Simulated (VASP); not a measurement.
# Sb (I4/mmm) in VASP: single point with LDA

Aim: the single point of Sb with LDA.

Program: VASP 6.6.1. These are calculated values, not measurements. Logs are shortened: lines on timing, memory, paths and dates and some standing lists are left out, and cuts for length are marked.

## Step 1: The structure

The structure is tetragonal, space group I4/mmm (No. 139). Conventional cell: a = 3.153 Å, b = 3.153 Å, c = 5.424 Å, α = 90.00°, β = 90.00°, γ = 90.00°. Sb (site symmetry 4/mmm) has 12 Sb at 3.15 to 3.51 Å as nearest neighbours.

This isn't the form of Sb at room conditions, which is rhombohedral.

## Step 2: Single point, LDA

The input, INCAR:

```
PREC = Accurate
ENCUT = 520
EDIFF = 1E-6
ISMEAR = 0
SIGMA = 0.1
LREAL = False
LASPH = True
NELM = 100
ALGO = Fast
ISIF = 2
LWAVE = False
LCHARG = False
GGA = CA
NBANDS = 8
```

The input, KPOINTS:

```
regular mesh
0
Gamma
  8 8 8
```

The input, POSCAR:

```
Sb
1.0
   -1.5765401831      1.5765401831      2.7119384313
    1.5765401831     -1.5765401831      2.7119384313
    1.5765401831      1.5765401831     -2.7119384313
Sb
1
Direct
    0.0000000000      0.0000000000      0.0000000000
```

Potentials or basis: VASP PAW LDA potentials, release 64 (Sb).

Started as:

```console
cat potpaw_LDA.64/Sb/POTCAR > POTCAR
mpirun -np 1 vasp_std > vasp.out
```

OUTCAR:

```text
PREC = Accurate
   ENCUT = 520
   EDIFF = 1E-6
   ISMEAR = 0
   LREAL = False
   LASPH = True
   NELM = 100
   ISIF = 2
   GGA = CA

 ion  position               nearest neighbor table
   1  0.000  0.000  0.000-

  LATTYP: Found a body centered tetragonal cell.
 ALAT       =     3.1530803662
 C/A-ratio  =     1.7201835135

  Lattice vectors:

 A1 = (  -1.5765401831,   1.5765401831,   2.7119384313)
 A2 = (   1.5765401831,  -1.5765401831,   2.7119384313)
 A3 = (   1.5765401831,   1.5765401831,  -2.7119384313)

Analysis of symmetry for initial positions (statically):
=====================================================================
 Subroutine PRICEL returns:
 Original cell was already a primitive cell.

 Routine SETGRP: Setting up the symmetry group for a
 body centered tetragonal supercell.

 Subroutine GETGRP returns: Found 16 space group operations
 (whereof 16 operations were pure point group operations)
 out of a pool of 16 trial point group operations.

The static configuration has the point symmetry D_4h.

Analysis of symmetry for dynamics (positions and initial velocities):
=====================================================================
 Subroutine PRICEL returns:
 Original cell was already a primitive cell.

 Routine SETGRP: Setting up the symmetry group for a
 body centered tetragonal supercell.

 Subroutine GETGRP returns: Found 16 space group operations
 (whereof 16 operations were pure point group operations)
 out of a pool of 16 trial point group operations.

The dynamic configuration has the point symmetry D_4h.

 Subroutine INISYM returns: Found 16 space group operations
 (whereof 16 operations are pure point group operations),
 and found     1 'primitive' translations

----------------------------------------------------------------------------------------

                                     Primitive cell

  volume of cell :      26.9619

  direct lattice vectors                    reciprocal lattice vectors
    -1.576540183  1.576540183  2.711938431     0.000000000  0.317150178  0.184369967
     1.576540183 -1.576540183  2.711938431     0.317150178  0.000000000  0.184369967
     1.576540183  1.576540183 -2.711938431     0.317150178  0.317150178  0.000000000

  length of vectors
     3.510778824  3.510778824  3.510778824     0.366846726  0.366846726  0.448518083

  position of ions in fractional coordinates (direct lattice)
     0.000000000  0.000000000  0.000000000

  ion indices of the primitive-cell ions
   primitive index   ion index
                 1           1

----------------------------------------------------------------------------------------

 KPOINTS: regular mesh

Automatic generation of k-mesh.
 Grid dimensions read from file:
 generate k-points for:    8    8    8

 Generating k-lattice:

  Cartesian coordinates                     Fractional coordinates (reciprocal lattice)
     0.000000000  0.039643772  0.023046246     0.125000000  0.000000000  0.000000000
     0.039643772  0.000000000  0.023046246     0.000000000  0.125000000  0.000000000
     0.039643772  0.039643772  0.000000000     0.000000000  0.000000000  0.125000000

  Length of vectors
     0.045855841  0.045855841  0.056064760

  Shift w.r.t. Gamma in fractional coordinates (k-lattice)
     0.000000000  0.000000000  0.000000000

 Subroutine IBZKPT returns following result:
 ===========================================

 Found     59 irreducible k-points:

 Following reciprocal coordinates:
            Coordinates               Weight
  0.000000  0.000000  0.000000      1.000000
  0.125000  0.000000  0.000000      8.000000
  0.250000  0.000000  0.000000      8.000000
  0.375000  0.000000 -0.000000      8.000000
  0.500000  0.000000  0.000000      4.000000
  0.125000  0.125000 -0.000000      8.000000
[... 16 lines left out ...]
  0.250000  0.125000  0.125000     16.000000
  0.375000  0.125000  0.125000      8.000000
 [... further k-points ...]
   k-points           NKPTS =     59   k-points in BZ     NKDIM =     59   number of bands    NBANDS=      8
   number of dos      NEDOS =    301   number of ions     NIONS =      1
   total plane-waves  NPLWV =  21952
   dimension x,y,z NGX =    28 NGY =   28 NGZ =   28
   dimension x,y,z NGXF=    56 NGYF=   56 NGZF=   56
   ions per type =               1
   NGX,Y,Z   is equivalent  to a cutoff of  13.26, 13.26, 13.26 a.u.
   NGXF,Y,Z  is equivalent  to a cutoff of  26.52, 26.52, 26.52 a.u.
 SYSTEM =  unknown system
   PREC   = accura    normal or accurate (medium, high low for compatibility)
   ISTART =      0    job   : 0-new  1-cont  2-samecut
   ICHARG =      2    charge: 1-file 2-atom 10-const
   ISPIN  =      1    spin polarized calculation?
   LNONCOLLINEAR =      F non collinear calculations
   LSORBIT =      F    spin-orbit coupling
   LASPH  =      T    aspherical Exc in radial PAW
   ENCUT  =  520.0 eV  38.22 Ry    6.18 a.u.   6.53  6.53  6.53*2*pi/ulx,y,z
   NELM   =    100;   NELMIN=  2; NELMDL= -5     # of ELM steps
   EDIFF  = 0.1E-05   stopping-criterion for ELM
   LREAL  =      F    real-space projection
   EDIFFG = 0.1E-04   stopping-criterion for IOM
   NSW    =      0    number of steps for IOM
   IBRION =     -1    ionic relax: 0-MD 1-quasi-New 2-CG
   NFREE  =      0    steps in history (QN), initial steepest desc. (CG)
   ISIF   =      2    stress and relaxation
   ISYM   =      2    0-nonsym 1-usesym 2-fastsym
   POTIM  = 0.5000    time-step for ionic-motion
   TEBEG  =    0.0;   TEEND  =   0.0 temperature during run
   PSTRESS=    0.0 pullay stress
   NELECT =       5.0000    total number of electrons
   NUPDOWN=      -1.0000    fix difference up-down
   EMIN   =  10.00;   EMAX   =-10.00  energy-range for DOS
   EFERMI =   0.00;   METHOD = LEGACY
   ISMEAR =     0;   SIGMA  =   0.10  broadening in eV -4-tet -1-fermi 0-gaus
   EFERMI_NEDOS =   21; number of points for ismear=-14 and -15
   IALGO  =     68    algorithm
   IMIX   =      4    mixing-type and parameters
     AMIX     =   0.40;   BMIX     =  1.00
     AMIX_MAG =   1.60;   BMIX_MAG =  1.00
  volume/ion in A,a.u.               =      26.96       181.95
  Fermi-wavevector in a.u.,A,eV,Ry     =   0.933573  1.764197 11.858269  0.871558
  Thomas-Fermi vector in A             =   2.060288
   LORBIT       =      0    0 simple, 1 ext, 2 COOP (PROOUT), +10 PAW based schemes
   GGA     = CA    functional components
   LHFCALC =     F    Hartree Fock is set to
   AEXX    =    0.0000 exact exchange contribution
   IVDW    =     0    specifies the selected vdW correction
   LEPSILON=     F    determine dielectric tensor
   LRPA    =     F    only Hartree local field effects (RPA)
 non-spin polarized calculation
 RMM-DIIS sequential band-by-band and
 Gauss-broadening in eV      SIGMA  =   0.10
  energy-cutoff  :      520.00
  volume of cell :       26.96
 maximum number of plane-waves:       747
 NGX is ok and might be reduce to    28
   NGX = 13   NGY = 13   NGZ = 13

 number of electron       5.0000000 magnetization

 Free energy of the ion-electron system (eV)
  ---------------------------------------------------
  ext. energy  EPLUGINS =         0.00000000
  ---------------------------------------------------
  free energy    TOTEN  =        -4.53794051 eV

  energy without entropy =       -4.53355213  energy(sigma->0) =       -4.53574632

 E-fermi :   8.5363     XC(G=0): -10.3578

 val. band max:        8.4973911207   @ k =  -0.3750   0.5000   0.3750
 cond. band min:       8.5836155917   @ k =   0.2500   0.1250   0.1250
 fundamental gap:      0.0862244711
 Fermi energy:         8.5362563514

 k-point     1 :       0.0000    0.0000    0.0000
  band No.  band energies     occupation
      1      -4.5715      2.00000
      2      12.9540      0.00000
      3      13.7302      0.00000
      4      13.7302      0.00000
      5      17.5567      0.00000
      6      18.8358      0.00000
      7      18.9179      0.00000
      8      18.9180      0.00000

 k-point     2 :       0.1250    0.0000    0.0000
  band No.  band energies     occupation
      1      -4.2596      2.00000
      2      11.2436      0.00000
      3      12.4759      0.00000
      4      13.6729      0.00000
      5      16.9126      0.00000
      6      17.9049      0.00000
      7      19.1567      0.00000
      8      19.3805      0.00000

 k-point     3 :       0.2500    0.0000    0.0000
  band No.  band energies     occupation
      1      -3.3381      2.00000
      2       7.6215      2.00000
      3      11.3040      0.00000
      4      13.6078      0.00000
      5      15.5537      0.00000
      6      17.7031      0.00000
      7      20.1698      0.00000
      8      20.9652      0.00000

 k-point     4 :       0.3750    0.0000   -0.0000
  band No.  band energies     occupation
      1      -1.9054      2.00000
      2       4.3649      2.00000
      3      10.4383      0.00000
      4      13.6359      0.00000
      5      14.7663      0.00000
      6      17.9005      0.00000
      7      19.3599      0.00000
      8      19.9315      0.00000

 k-point     5 :       0.5000    0.0000    0.0000
  band No.  band energies     occupation
      1      -0.7853      2.00000
      2       2.6163      2.00000
      3      10.1275      0.00000
      4      13.6762      0.00000
      5      14.5080      0.00000
      6      18.3990      0.00000
      7      18.9081      0.00000
      8      18.9274      0.00000

 k-point     6 :       0.1250    0.1250   -0.0000
  band No.  band energies     occupation
      1      -3.7966      2.00000
      2      10.0938      0.00000
      3      11.0070      0.00000
      4      12.3871      0.00000
      5      17.1295      0.00000
      6      17.5454      0.00000
      7      19.0385      0.00000
      8      20.4830      0.00000

 k-point     7 :       0.2500    0.1250   -0.0000
  band No.  band energies     occupation
      1      -2.7392      2.00000
      2       6.9935      2.00000
      3      10.0278      0.00000
      4      11.6333      0.00000
      5      16.1227      0.00000
      6      17.9906      0.00000
      7      19.3926      0.00000
      8      20.0390      0.00000
[... 133 lines left out ...]
 k-point    20 :      -0.3750    0.3750    0.0000
  band No.  band energies     occupation
      1      -0.4668      2.00000
      2       6.5211      2.00000
      3       7.8939      2.00000
      4       9.4152      0.00000
      5      12.8152      0.00000
      6      13.1915      0.00000
      7      21.2231      0.00000
      8      21.9077      0.00000

 k-point    21 :       0.5000    0.5000   -0.0000
  band No.  band energies     occupation
      1       1.6668      2.00000
      2       4.0078      2.00000
      3       7.3448      2.00000
      4       8.9784      0.00000
      5      11.8928      0.00000
      6      12.8058      0.00000
      7      23.2979      0.00000
      8      24.0018      0.00000

 k-point    22 :       0.1250    0.1250    0.1250
  band No.  band energies     occupation
      1      -2.4151      2.00000
      2       8.1787      2.00000
      3       8.6381      0.14971
      4      11.5065      0.00000
      5      15.6908      0.00000
      6      16.2618      0.00000
      7      16.7087      0.00000
      8      22.6045      0.00000

 k-point    23 :       0.2500    0.1250    0.1250
  band No.  band energies     occupation
      1      -1.0019      2.00000
      2       5.2230      2.00000
      3       8.5836      0.50301
      4      10.5410      0.00000
      5      14.9520      0.00000
      6      15.4751      0.00000
      7      18.0546      0.00000
      8      23.0238      0.00000

 k-point    24 :       0.3750    0.1250    0.1250
  band No.  band energies     occupation
      1       0.0896      2.00000
      2       3.5271      2.00000
      3       8.9048      0.00000
      4       9.8466      0.00000
      5      14.5162      0.00000
      6      15.2439      0.00000
      7      20.2748      0.00000
      8      21.3477      0.00000

 [... further k-points ...]

------------------------ aborting loop because EDIFF is reached ----------------------------------------

  FORCE on cell =-STRESS in cart. coord.  units (eV):
  Direction    XX          YY          ZZ          XY          YZ          ZX
  --------------------------------------------------------------------------------------
  -------------------------------------------------------------------------------------
  Total       -0.5061804     -0.5061804     -0.2182254      0.0000000      0.0000000      0.0000000
  in kB      -30.0791808    -30.0791808    -12.9677924      0.0000000      0.0000000      0.0000000
  external PRESSURE =     -24.3753847 kB  Pullay stress =       0.0000000 kB

 VOLUME and BASIS-vectors are now :
 -----------------------------------------------------------------------------
  energy-cutoff  :      520.00
  volume of cell :       26.96
      direct lattice vectors                 reciprocal lattice vectors
    -1.576540183  1.576540183  2.711938431     0.000000000  0.317150178  0.184369967
     1.576540183 -1.576540183  2.711938431     0.317150178  0.000000000  0.184369967
     1.576540183  1.576540183 -2.711938431     0.317150178  0.317150178  0.000000000

 POSITION                                       TOTAL-FORCE (eV/Angst)
 -----------------------------------------------------------------------------------
      0.00000      0.00000      0.00000        -0.000000      0.000000      0.000000
 -----------------------------------------------------------------------------------
    total drift:                                0.000000      0.000000     -0.000000

  FREE ENERGIE OF THE ION-ELECTRON SYSTEM (eV)
  ---------------------------------------------------
  free  energy   TOTEN  =        -4.5379405116 eV

  energy  without entropy=       -4.5335521315  energy(sigma->0) =       -4.53574632
```

Wall time 17 s (1 thread of AMD EPYC 7R43 (Zen 3), shared host); peak memory 0.11 GiB.

What came out:

```
Free energy            : -4.5379 eV
Pressure               : -2.4 GPa
Band gap on the k mesh : none (metal or under the smearing width)
```

Levels at points of the mesh, in eV from the Fermi level:
| k point | band 1 | band 2 | band 3 | band 4 | band 5 | band 6 | band 7 |
| --- | --- | --- | --- | --- | --- | --- | --- |
| (0.00, 0.00, 0.00) | -13.11 | 4.42 | 5.19 | 5.19 | 9.02 | 10.30 | 10.38 |
| (0.50, 0.00, 0.00) | -9.32 | -5.92 | 1.59 | 5.14 | 5.97 | 9.86 | 10.37 |
| (0.50, 0.50, 0.00) | -6.87 | -4.53 | -1.19 | 0.44 | 3.36 | 4.27 | 14.76 |
| (0.50, 0.50, 0.50) | -9.48 | -5.77 | 1.93 | 1.93 | 5.73 | 5.96 | 16.69 |

Spin-orbit coupling is left out, which matters for the levels of Sb.
